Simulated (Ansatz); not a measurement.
Input of an Ansatz 0.2.0 run:

File input.yaml:

```yaml
crystal:
  lattice:
    - [4.6630209059, 0.0, 0.0]
    - [-2.331510453, 4.0382945629, 0.0]
    - [0.0, 0.0, 6.653222]
  atoms:
    - { symbol: W, position: [0.5, 0.0, 0.5] }
    - { symbol: W, position: [0.5, 0.5, 0.8333333333] }
    - { symbol: W, position: [0.0, 0.5, 0.1666666667] }
    - { symbol: Si, position: [0.327252, 0.163626, 0.1666666667] }
    - { symbol: Si, position: [0.836374, 0.163626, 0.8333333333] }
    - { symbol: Si, position: [0.163626, 0.327252, 0.5] }
    - { symbol: Si, position: [0.672748, 0.836374, 0.1666666667] }
    - { symbol: Si, position: [0.163626, 0.836374, 0.8333333333] }
    - { symbol: Si, position: [0.836374, 0.672748, 0.5] }
hamiltonian:
  xc: pbe
  pseudopotentials: { kind: paw }
kpoints:
  mp_grid: { grid: [5, 5, 3] }
scf:
  occupations: { method: fermi_dirac, width: 0.05 }
output:
  forces: true
  stress: true
  eigenvalues: true
relax:
  f_tol: 0.01
  max_steps: 40
```

Potentials or basis: Ansatz PAW.

Run with:

```console
$ ansatz run input.yaml --threads 4 --pin off --max-ram 11264MiB --backend cpu --events-out ev --progress --plain --runs-dir out
```

Task: What does it give for the band gap on the k mesh?

Result: 0.35 eV, indirect (least direct gap 0.85 eV).

Task: Estimate the energy gained by relaxing.

Result: 0.0 meV/atom.

Final structure:
```cif
data_structure
_symmetry_space_group_name_H-M 'P 1'
_symmetry_Int_Tables_number 1
_cell_length_a 4.6630
_cell_length_b 4.6630
_cell_length_c 6.6532
_cell_angle_alpha 90.000
_cell_angle_beta 90.000
_cell_angle_gamma 120.000
_cell_volume 125.28
loop_
_atom_site_label
_atom_site_type_symbol
_atom_site_fract_x
_atom_site_fract_y
_atom_site_fract_z
_atom_site_occupancy
W1 W 0.50000 0.00000 0.50000 1
W2 W 0.50000 0.50000 0.83333 1
W3 W 0.00000 0.50000 0.16667 1
Si1 Si 0.32748 0.16374 0.16667 1
Si2 Si 0.83626 0.16374 0.83333 1
Si3 Si 0.16374 0.32748 0.50000 1
Si4 Si 0.67252 0.83626 0.16667 1
Si5 Si 0.16374 0.83626 0.83333 1
Si6 Si 0.83626 0.67252 0.50000 1
```

Caveat: odd divisions of the mesh miss points on the zone boundary, where band edges often lie, so the gap on the mesh can be too wide; spin-orbit coupling is left out, which moves the levels of the heavy elements. A k mesh can miss the band edges.
